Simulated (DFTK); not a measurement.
# NiO (Fm-3m) in DFTK: notebook, part 2 of 2

DFTK 0.8.2.

## Step 4: Band structure, PBEsol, collinear spin, ferromagnetic start

File run.jl:

```julia
using DFTK
using PseudoPotentialData
using Unitful, UnitfulAtomic
using LinearAlgebra, Printf
include("save.jl")
disable_threading()

lines = readlines("NiO.cif")
tag(name) = parse(Float64, split(only(filter(startswith(name), lines)))[2])
a, b, c = tag.(["_cell_length_a", "_cell_length_b", "_cell_length_c"])
α, β, γ = deg2rad.(tag.(["_cell_angle_alpha", "_cell_angle_beta", "_cell_angle_gamma"]))
cx, cy  = cos(β), (cos(α) - cos(β) * cos(γ)) / sin(γ)
lattice = austrip(1u"Å") * [a b*cos(γ) c*cx; 0 b*sin(γ) c*cy; 0 0 c*sqrt(1 - cx^2 - cy^2)]
sites     = split.(lines[findlast(startswith("_atom_site_"), lines)+1:end])
symbols   = [Symbol(s[2]) for s in sites]
positions = [parse.(Float64, s[5:7]) for s in sites]
pseudopotentials = Dict(:Ni => "Ni.upf", :O => "O.upf")
elements = Dict(s => ElementPsp(s, pseudopotentials; rcut=10.0) for s in unique(symbols))
atoms    = [elements[s] for s in symbols]
magnetic_moments = [1.0, 0.0]

build_model(lattice, positions; symmetries=true) =
    model_DFT(lattice, atoms, positions;
              functionals=PBEsol(),
              magnetic_moments,
              spin_polarization=:collinear,
              temperature=austrip(0.05u"eV"),
              smearing=Smearing.FermiDirac(),
              symmetries)
Ecut  = 45.0  # hartree
kgrid = [10, 10, 10]
tol   = 1e-6
to_GPa = ustrip(uconvert(u"GPa", 1u"hartree/bohr^3"))

model = build_model(lattice, positions)
basis = PlaneWaveBasis(model; Ecut, kgrid)
display(basis)
scfres = self_consistent_field(basis;
                               tol,
                               ρ=guess_density(basis, magnetic_moments),
                               nbandsalg=AdaptiveBands(model; n_bands_converge=17))
display(scfres.energies)
@printf "Fermi level: %.6f eV\n" ustrip(auconvert(u"eV", something(scfres.εF, NaN)))
forces = compute_forces_cart(scfres)
println("Forces (eV/Å)")
for (s, f) in zip(symbols, forces)
    @printf "%-3s %12.6f %12.6f %12.6f\n" s ustrip.(auconvert.(u"eV/Å", f))...
end
stress = compute_stresses_cart(scfres)
println("Stress (GPa)")
display(round.(stress * to_GPa; digits=4))
@printf "Total moment: %.4f μB\n" sum(spin_density(scfres.ρ)) * scfres.basis.dvol
println("Levels at the first k-point (eV): ", round.(ustrip.(auconvert.(u"eV", scfres.eigenvalues[1][1:scfres.n_bands_converge])); digits=4))
save_scf!(scfres; forces, stress)

points = Dict("G" => [0.0, 0.0, 0.0], "K" => [0.375, 0.375, 0.75], "L" => [0.5, 0.5, 0.5], "U" => [0.625, 0.25, 0.625], "W" => [0.5, 0.25, 0.75], "X" => [0.5, 0.0, 0.5])
segments = [("G", "X", 7), ("X", "W", 4), ("W", "K", 3), ("K", "G", 7), ("G", "L", 6), ("L", "U", 4), ("U", "W", 3), ("W", "L", 5), ("L", "K", 4), ("U", "X", 3)]
kcoords = vcat([[points[a] + t * (points[b] - points[a]) for t in range(0, 1, n)] for (a, b, n) in segments]...)
bands = compute_bands(scfres, ExplicitKpoints(kcoords); n_bands=19, tol=1e-5)
for (k, ε) in zip(bands.basis.kpoints, bands.eigenvalues)
    @printf "%d %8.4f %8.4f %8.4f " k.spin k.coordinate...
    println(join([@sprintf("%9.4f", e) for e in ustrip.(auconvert.(u"eV", ε .- scfres.εF))]))
end
results["band_energies"] = rows(bands.eigenvalues); results["band_kpoints"] = rows(kcoords)
```

File NiO.cif:

```cif
data_NiO
_cell_length_a 2.94991039
_cell_length_b 2.94991039
_cell_length_c 2.94991039
_cell_angle_alpha 60.00000000
_cell_angle_beta 60.00000000
_cell_angle_gamma 60.00000000
_space_group_name_H-M_alt 'P1'
_space_group_name_Hall 'P 1'
_space_group_IT_number 1
loop_
_space_group_symop_operation_xyz
'x,y,z'
loop_
_atom_site_label
_atom_site_type_symbol
_atom_site_symmetry_multiplicity
_atom_site_Wyckoff_symbol
_atom_site_fract_x
_atom_site_fract_y
_atom_site_fract_z
_atom_site_occupancy
Ni1 Ni 1 a 0.0000000000 0.0000000000 0.0000000000 1
O1 O 1 a 0.5000000000 0.5000000000 0.5000000000 1
```

Potentials or basis: SPMS 1.0 (PBE).

Run with:

```console
> julia --threads=1 run.jl  # save.jl only writes the numbers to a file and isn't shown; printed stress counts tension as positive; times include loading and compiling
```

Run time: 10 min. Hardware: 1 thread of AMD EPYC, shared host; peak memory 1.9 GiB.

It converged, with:

| Item | Value |
| --- | --- |
| Free energy | -4694.8154 eV |
| Pressure | -12.6 GPa |
| Band gap on the k mesh | none (metal or under the smearing width) |
| Net moment | 0.50 μB per cell |
| Absolute moment | 0.50 μB per cell |
| Site moments | Ni +0.43; O +0.07 μB |

Levels at the corners of the path, in eV from the Fermi level:
Spin up:
| point | band 9 | band 10 | band 11 | band 12 | band 13 | band 14 | band 15 | band 16 | band 17 |
| --- | --- | --- | --- | --- | --- | --- | --- | --- | --- |
| Γ | -1.96 | -1.96 | -1.91 | -1.91 | -1.91 | 1.59 | 17.71 | 18.98 | 18.98 |
| X | -2.89 | -1.57 | -1.03 | -0.81 | -0.81 | 6.35 | 10.50 | 12.37 | 16.66 |
| W | -1.21 | -1.21 | -1.16 | -0.81 | -0.28 | 8.66 | 10.67 | 10.67 | 13.54 |
| K | -1.83 | -0.94 | -0.82 | -0.76 | -0.27 | 7.97 | 10.37 | 10.47 | 15.90 |
| Γ | -1.96 | -1.96 | -1.91 | -1.91 | -1.91 | 1.59 | 17.71 | 18.98 | 18.98 |
| L | -1.10 | -1.10 | -0.70 | 1.02 | 1.02 | 5.58 | 10.03 | 14.12 | 14.12 |
| U | -1.83 | -0.94 | -0.82 | -0.76 | -0.27 | 7.97 | 10.37 | 10.47 | 15.90 |
| W | -1.21 | -1.21 | -1.16 | -0.81 | -0.28 | 8.66 | 10.67 | 10.67 | 13.54 |
| L | -1.10 | -1.10 | -0.70 | 1.02 | 1.02 | 5.58 | 10.03 | 14.12 | 14.12 |
| K | -1.83 | -0.94 | -0.82 | -0.76 | -0.27 | 7.97 | 10.37 | 10.47 | 15.90 |
| U | -1.83 | -0.94 | -0.82 | -0.76 | -0.27 | 7.97 | 10.37 | 10.47 | 15.90 |
| X | -2.89 | -1.57 | -1.03 | -0.81 | -0.81 | 6.35 | 10.50 | 12.37 | 16.66 |
Spin down:
| point | band 10 | band 11 | band 12 | band 13 | band 14 | band 15 |
| --- | --- | --- | --- | --- | --- | --- |
| Γ | -1.64 | -1.64 | -1.29 | -1.29 | 1.68 | 17.71 |
| X | -0.89 | -0.52 | -0.52 | -0.35 | 6.47 | 10.59 |
| W | -0.95 | -0.52 | -0.48 | 0.31 | 8.79 | 10.76 |
| K | -0.65 | -0.48 | -0.19 | 0.31 | 8.08 | 10.47 |
| Γ | -1.64 | -1.64 | -1.29 | -1.29 | 1.68 | 17.71 |
| L | -0.79 | -0.43 | 1.54 | 1.54 | 5.63 | 10.17 |
| U | -0.65 | -0.48 | -0.19 | 0.31 | 8.08 | 10.47 |
| W | -0.95 | -0.52 | -0.48 | 0.31 | 8.79 | 10.76 |
| L | -0.79 | -0.43 | 1.54 | 1.54 | 5.63 | 10.17 |
| K | -0.65 | -0.48 | -0.19 | 0.31 | 8.08 | 10.47 |
| U | -0.65 | -0.48 | -0.19 | 0.31 | 8.08 | 10.47 |
| X | -0.89 | -0.52 | -0.52 | -0.35 | 6.47 | 10.59 |

Caveat: the potentials were made for another functional, which shifts forces and pressure; a cell with one magnetic atom can't hold antiferromagnetic order, which such compounds often take; semilocal functionals often make such compounds metallic where correlation or magnetic order opens a gap, which also shifts bond lengths.

## Step 5: For comparison

An earlier run on the cell as given: functional PBEsol; potentials or basis dojo.nc.sr.pbesol.v0_4_1.standard.upf (PBEsol); cutoff 1333 eV; k mesh 11 × 11 × 11; occupations fermi-dirac, width 0.05 eV; collinear spin, ferromagnetic start; starting moments [1.0, 0.0] μB.

- Pressure: -6.9 GPa
- Band gap on the k mesh: none (metal or under the smearing width)
- Net moment: 1.55 μB per cell
- Absolute moment: 1.56 μB per cell
- Site moments: Ni +1.29; O +0.26 μB

## Step 6: The runs side by side

| task | potentials or basis | k mesh | cutoff (eV) | gap on the mesh (eV) | pressure (GPa) | moment (μB) |
| --- | --- | --- | --- | --- | --- | --- |
| band structure | SG15 1.2 (PBE) | 9 × 9 × 9 | 1225 | none | -9.0 | 1.06 |
| band structure | SPMS 1.0 (PBE) | 10 × 10 × 10 | 1225 | none | -12.6 | 0.50 |
| single point | dojo.nc.sr.pbesol.v0_4_1.standard.upf (PBEsol) | 11 × 11 × 11 | 1333 | none | -6.9 | 1.55 |

Alike in all rows: level PBEsol; spin collinear, ferromagnetic start; cell as given; smearing fermi-dirac 0.05 eV.

Caveats: a cell with one magnetic atom can't hold antiferromagnetic order, which such compounds often take; semilocal functionals often make such compounds metallic where correlation or magnetic order opens a gap, which also shifts bond lengths; the potentials were made for another functional, which shifts forces and pressure (some runs).

Absolute energies hang on the potentials; compare differences alone.

## Step 7: Against experiment

Step 2. The gap isn't set beside the deposited one, since this odd mesh misses points on the zone boundary.

Step 4. Against the measured gap of NiO, 4.3 eV (quoted in “Local correlations, non-local screening, multiplets, and band formation in NiO”, 2012, arxiv:1210.6675), the calculated 0.00 eV is off by -4.30 eV. So large a miss can be the level of theory's own, or it may mean another phase, state or a wrong row. The value is that of PBEsol on a finite k mesh, which can miss the band edges, without temperature or zero-point motion. Semilocal functionals fall short of measured gaps as a rule. The run's magnetic order (collinear spin, ferromagnetic start) needn't be the measured crystal's.
